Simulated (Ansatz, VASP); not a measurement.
## Two plane-wave programs on Ir

File INCAR:

```
SYSTEM = Ir
ALGO = Fast
EDIFF = 1E-6
EDIFFG = -0.005
ENCUT = 600
GGA = PE
IBRION = 2
ISIF = 3
ISMEAR = 0
LASPH = .TRUE.
LCHARG = .FALSE.
LREAL = .FALSE.
LWAVE = .FALSE.
NELM = 100
NSW = 100
PREC = Accurate
SIGMA = 0.1
```

Contents of KPOINTS:

```
k-points
0
G
  18 18 10
  0 0 0
```

POSCAR

```
Ir
1.0
    2.7513778946      0.0000000000      0.0000000000
   -1.3756889473      2.3827631521      0.0000000000
    0.0000000000      0.0000000000      4.4622900000
Ir
2
Direct
    0.6666666700      0.3333333300      0.7500000000
    0.3333333300      0.6666666700      0.2500000000
```

Input for Ansatz:

```yaml
crystal:
  lattice:
    - [2.7513778946, 0.0, 0.0]
    - [-1.3756889473, 2.3827631521, 0.0]
    - [0.0, 0.0, 4.46229]
  atoms:
    - { symbol: Ir, position: [0.66666667, 0.33333333, 0.75] }
    - { symbol: Ir, position: [0.33333333, 0.66666667, 0.25] }
basis:
  ecutwfc: 420
kpoints:
  mp_grid: { grid: [18, 18, 10] }
hamiltonian:
  xc: pbe
scf:
  occupations: { method: gaussian, width: 0.1 }
output:
  forces: true
  stress: true
  eigenvalues: true
relax:
  adjacent_minimum: "off"
  f_tol: 0.005
  max_steps: 80
  cell: { stress_tol: 0.05 }
```

This isn't the form of Ir at room conditions, which is fcc.

Alike in both runs: task relaxation of cell and atoms; functional PBE; k mesh 18 × 18 × 10; occupations gaussian, width 0.1 eV; no spin polarisation.

```csv
,VASP,Ansatz
version,VASP 6.6.1,Ansatz 0.2.0
potentials or method,"VASP PAW PBE potentials, release 64 (Ir)","scalar-relativistic, plane waves, PAW"
plane-wave cutoff (eV),600,420
valence electrons in the cell,18,34
```

```csv
,VASP,Ansatz,Ansatz less VASP
"gap on the k mesh at the Fermi level, each at its own relaxed structure (eV)",none,none,-
relaxed volume (Å³/atom),14.59,14.56,-0.026
relaxed cell length with the largest relative difference (Å),2.750,2.748,-0.0018
```

A gap of «none» marks a metal or a gap that the smearing closes. The two sets of potentials don't hold the same shells in valence.

Spin-orbit coupling is left out, which matters for the levels of Ir.
